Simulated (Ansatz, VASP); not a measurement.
## Na: VASP beside Ansatz

INCAR

```
SYSTEM = Na
ALGO = Normal
EDIFF = 1E-8
ENCUT = 520
GGA = PE
ISIF = 2
ISMEAR = -1
LASPH = .True.
LCHARG = .False.
LEFG = .True.
LREAL = .False.
LWAVE = .False.
NBANDS = 10
NELM = 60
PREC = Accurate
SIGMA = 0.03
```

Contents of KPOINTS:

```
k-points
0
Gamma
  11 11 11
  0 0 0
```

POSCAR

```
Na
1.0
   -2.0746412990      2.0746412990      2.0746412990
    2.0746412990     -2.0746412990      2.0746412990
    2.0746412990      2.0746412990     -2.0746412990
Na
1
Direct
    0.0000000000      0.0000000000      0.0000000000
```

Input for Ansatz:

```yaml
crystal:
  lattice:
    - [-2.074641299, 2.074641299, 2.074641299]
    - [2.074641299, -2.074641299, 2.074641299]
    - [2.074641299, 2.074641299, -2.074641299]
  atoms:
    - { symbol: Na, position: [0.0, 0.0, 0.0] }
kpoints:
  mp_grid: { grid: [11, 11, 11] }
scf:
  occupations: { method: fermi_dirac, width: 0.03 }
hamiltonian:
  xc: pbe
  pseudopotentials: { kind: paw }
output:
  forces: true
  stress: true
  eigenvalues: true
  efg: { contact_densities: true }
```

Change from the starting cell: volume scaled by 0.9405, PAW files.

Alike in both runs: task electric field gradients; functional PBE; k mesh 11 × 11 × 11; occupations fermi-dirac, width 0.03 eV; no spin polarisation.

|  | VASP | Ansatz |
| --- | --- | --- |
| version | VASP 6.6.1 | Ansatz 0.2.0 |
| potentials or method | VASP PAW PBE potentials, release 64 (Na_pv) | PAW with Ansatz's default frozen-core files, scalar-relativistic |
| plane-wave cutoff (eV) | 520 | 420 |
| valence electrons in the cell | 7 | 9 |

```csv
,VASP,Ansatz,Ansatz less VASP
pressure (GPa),0.3,0.3,0.00
Vzz of the field gradient on the site that differs most (V/Å²),0.0,0.0,+0.01
```

With one functional, cell and mesh, what is left measures potentials, basis and numerics. The two sets of potentials don't hold the same shells in valence.
